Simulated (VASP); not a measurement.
A run of VASP 6.6.1:

Contents of INCAR:

```
  PREC = Accurate
  ENCUT = 600
  EDIFF = 1E-7
  ISMEAR = 1
  SIGMA = 0.1
  LREAL = F
  LASPH = T
  NELM = 80
  ALGO = Normal
  ISIF = 3
  LWAVE = F
  LCHARG = F
  GGA = PE
  IBRION = 2
  NSW = 90
  EDIFFG = -0.005
  KPAR = 4
```

File KPOINTS:

```
Automatic mesh
0
Gamma
  8 8 8
```

POSCAR

```
CoSi                                    
1.0
    4.4294053314      0.0000000000      0.0000000000
    0.0000000000      4.4294053314      0.0000000000
    0.0000000000     -0.0000000000      4.4294053314
  Co              Si            
     4     4
Direct
     0.1451145232526219    0.1451145232526219    0.1451145232526219
     0.3548854767473780    0.8548854767473780    0.6451145232526220
     0.6451145232526220    0.3548854767473780    0.8548854767473780
     0.8548854767473780    0.6451145232526220    0.3548854767473780
     0.8432104053820318    0.8432104053820318    0.8432104053820318
     0.6567895946179682    0.1567895946179681    0.3432104053820319
     0.3432104053820319    0.6567895946179682    0.1567895946179681
     0.1567895946179681    0.3432104053820319    0.6567895946179682
```

Potentials or basis: VASP PAW PBE potentials, release 64 (Co, Si).

Run with:

```bash
$ cat potpaw_PBE.64/Co/POTCAR potpaw_PBE.64/Si/POTCAR > POTCAR
$ mpirun -np 4 vasp_std > vasp.out
```

Hardware: 4 MPI ranks on Intel(R) Xeon(R) Platinum 8259CL CPU @ 2.50GHz (Skylake/Cascade Lake) (shared host).

Q: Estimate the wall time of this run.

A: It took 52 s on 4 MPI ranks on Intel(R) Xeon(R) Platinum 8259CL CPU @ 2.50GHz (Skylake/Cascade Lake), with other jobs on the host, peak memory 0.28 GiB a rank. Counts: scf iterations 16, k points 45, ion steps 1.
